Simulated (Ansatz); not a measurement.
# SnSe: the change of energy less free atoms and pressure with volume per atom

All results are calculated (Ansatz 0.2.0). Periodic Kohn-Sham DFT of a crystal at fixed atoms; pressure and stress are positive in compression; the energy is the free energy less that of spherical unpolarised free atoms; site moments are those in the method's own spheres, positive along +z.

Cell of the first row (space group Fm-3m, No. 225):
```
SnSe
1.0
      0.0000     2.9486     2.9486
      2.9486     0.0000     2.9486
      2.9486     2.9486     0.0000
Sn Se
1 1
Direct
  0.00000 0.00000 0.00000
  0.50000 0.50000 0.50000
```

Settings of every row: method all-electron LAPW; functional PBEsol; relativity scalar; k mesh 7x7x7; filling fermi-dirac; smearing width 0.01 eV; basis error target 0.5 meV/atom; nucleus gaussian.

Atom start moment: 0 on all atoms.

Limits of some rows: small gap, it may come from the mesh (row 1, 2).

```csv
row,volume per atom (Å³),energy less free atoms (eV/atom),pressure (GPa)
1,25.635,-4.4718,1.489
2,26.18,-4.4747,0.238
3,26.725,-4.4736,-0.885
4,26.998,-4.4716,-1.403
5,27.271,-4.4688,-1.893
6,27.544,-4.4652,-2.357
7,27.816,-4.4608,-2.795
8,28.362,?,?
9,28.907,-4.4364,-4.326
```

Question: what energy less free atoms and pressure should row 8 give?

Worked fit of energy less free atoms. Take u = (V_r/V)^(2/3) − 1 with V_r = 27.135 Å³ an atom, which is twice the finite (Eulerian) strain; such expansions in the strain, on which the Birch-Murnaghan equation of state is built, carry the rest volume and the bulk modulus. The shown rows have u = 0.03864, 0.02417, 0.0102, 0.00338, -0.00333, -0.00992, -0.01639, -0.0413. Least squares give energy less free atoms = −4.47031 − 0.4174 × u + 9.786 × u² eV/atom; a straight line predicts inner rows, each left out in turn, worse (root mean square 0.0047 against 3.6e-05 eV/atom). The rows lie off it by 0.0000, 0.0000, -0.0001, 0.0000, 0.0000, 0.0000, 0.0000, 0.0000. Its lowest point lies at u = 0.0213, or V = 26.29 Å³ an atom, and the curvature there gives the bulk modulus at fixed shape and fractions, B = (4/9)(1 + u)² E″(u)/V = 55.3 GPa. The withheld row has u = -0.02905, so the fit gives −4.47031 − 0.4174 × (-0.02905) + 9.786 × (-0.02905)² = -4.4499 eV/atom.

The calculation gave -4.4499 eV/atom. The fit meets it to the printed digit.

Worked fit of pressure. Take u = (V_r/V)^(2/3) − 1 with V_r = 27.135 Å³ an atom, which is twice the finite (Eulerian) strain; such expansions in the strain, on which the Birch-Murnaghan equation of state is built, carry the rest volume and the bulk modulus. The shown rows have u = 0.03864, 0.02417, 0.0102, 0.00338, -0.00333, -0.00992, -0.01639, -0.0413. Least squares give pressure = −1.6521 + 73.103 × u + 207.38 × u² + 120 × u³ GPa; a parabola predicts inner rows, each left out in turn, worse (root mean square 0.0019 against 0.00041 GPa). All shown rows lie on it to the printed digit. The pressure vanishes at u = 0.0213, or V = 26.29 Å³ an atom, and there the bulk modulus at fixed shape and fractions is B = −V dP/dV = (2/3)(1 + u) dP/du = 55.9 GPa. The withheld row has u = -0.02905, so the fit gives −1.6521 + 73.103 × (-0.02905) + 207.38 × (-0.02905)² + 120 × (-0.02905)³ = -3.604 GPa.

The calculation gave -3.603 GPa. The fit lies 0.001 GPa (0.017 % of the column's range) below it, one unit of the last digit.
